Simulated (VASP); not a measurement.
A run of VASP 6.6.1 is set up as follows.

run.py

```python
from ase.calculators.vasp import Vasp
from ase.dft.bandgap import bandgap
from ase.io import read

atoms = read('Cd.cif', primitive_cell=True, subtrans_included=False)
calc = Vasp(
    directory='calc',
    xc='pbe',
    pp='PBE',
    setups='recommended',
    prec='Accurate',
    encut=520,
    ediff=1e-06,
    ismear=0,
    sigma=0.05,
    lreal=False,
    lasph=True,
    nelm=60,
    algo='Normal',
    isif=2,
    lwave=False,
    lcharg=False,
    kpts=[10, 10, 10],
    gamma=True,
    nbands=12,
)
atoms.calc = calc

print('energy (eV):', atoms.get_potential_energy())
print('free energy (eV):', atoms.get_potential_energy(force_consistent=True))
print('forces (eV/A):')
print(atoms.get_forces())
print('stress (eV/A^3, Voigt):', atoms.get_stress())
print('Fermi level (eV):', calc.get_fermi_level())
gap, top, bottom = bandgap(calc)
print('band gap (eV):', gap, 'from (spin, k, band)', top, 'to', bottom)
```

The input Cd.cif:

```cif
data_Cd
_cell_length_a 3.21605830
_cell_length_b 3.21605830
_cell_length_c 7.34786223
_cell_angle_alpha 90.00000000
_cell_angle_beta 90.00000000
_cell_angle_gamma 120.00000000
_space_group_name_H-M_alt 'R-3m'
_space_group_name_Hall '-R 3 2"'
_space_group_IT_number 166
loop_
_space_group_symop_operation_xyz
'x,y,z'
'-x,-y,-z'
'-y,x-y,z'
'y,-x+y,-z'
'-x+y,-x,z'
'x-y,x,-z'
'y,x,-z'
'-y,-x,z'
'x-y,-y,-z'
'-x+y,y,z'
'-x,-x+y,-z'
'x,x-y,z'
'x+2/3,y+1/3,z+1/3'
'-x+2/3,-y+1/3,-z+1/3'
'-y+2/3,x-y+1/3,z+1/3'
'y+2/3,-x+y+1/3,-z+1/3'
'-x+y+2/3,-x+1/3,z+1/3'
'x-y+2/3,x+1/3,-z+1/3'
'y+2/3,x+1/3,-z+1/3'
'-y+2/3,-x+1/3,z+1/3'
'x-y+2/3,-y+1/3,-z+1/3'
'-x+y+2/3,y+1/3,z+1/3'
'-x+2/3,-x+y+1/3,-z+1/3'
'x+2/3,x-y+1/3,z+1/3'
'x+1/3,y+2/3,z+2/3'
'-x+1/3,-y+2/3,-z+2/3'
'-y+1/3,x-y+2/3,z+2/3'
'y+1/3,-x+y+2/3,-z+2/3'
'-x+y+1/3,-x+2/3,z+2/3'
'x-y+1/3,x+2/3,-z+2/3'
'y+1/3,x+2/3,-z+2/3'
'-y+1/3,-x+2/3,z+2/3'
'x-y+1/3,-y+2/3,-z+2/3'
'-x+y+1/3,y+2/3,z+2/3'
'-x+1/3,-x+y+2/3,-z+2/3'
'x+1/3,x-y+2/3,z+2/3'
loop_
_atom_site_label
_atom_site_type_symbol
_atom_site_symmetry_multiplicity
_atom_site_Wyckoff_symbol
_atom_site_fract_x
_atom_site_fract_y
_atom_site_fract_z
_atom_site_occupancy
Cd1 Cd 3 a 0.0000000000 0.0000000000 0.0000000000 1
```

Potentials or basis: VASP PAW PBE potentials, release 64 (Cd).

Run with:

```sh
$ python run.py
```

Question: Predict the band gap on the k mesh.

Answer: None (metal or under the smearing width).

Question: Predict the pressure.

Answer: 2.4 GPa.

Stress tensor (GPa, compression positive):
```
2.08 0.00 0.00
0.00 2.08 0.00
0.00 0.00 2.92
```
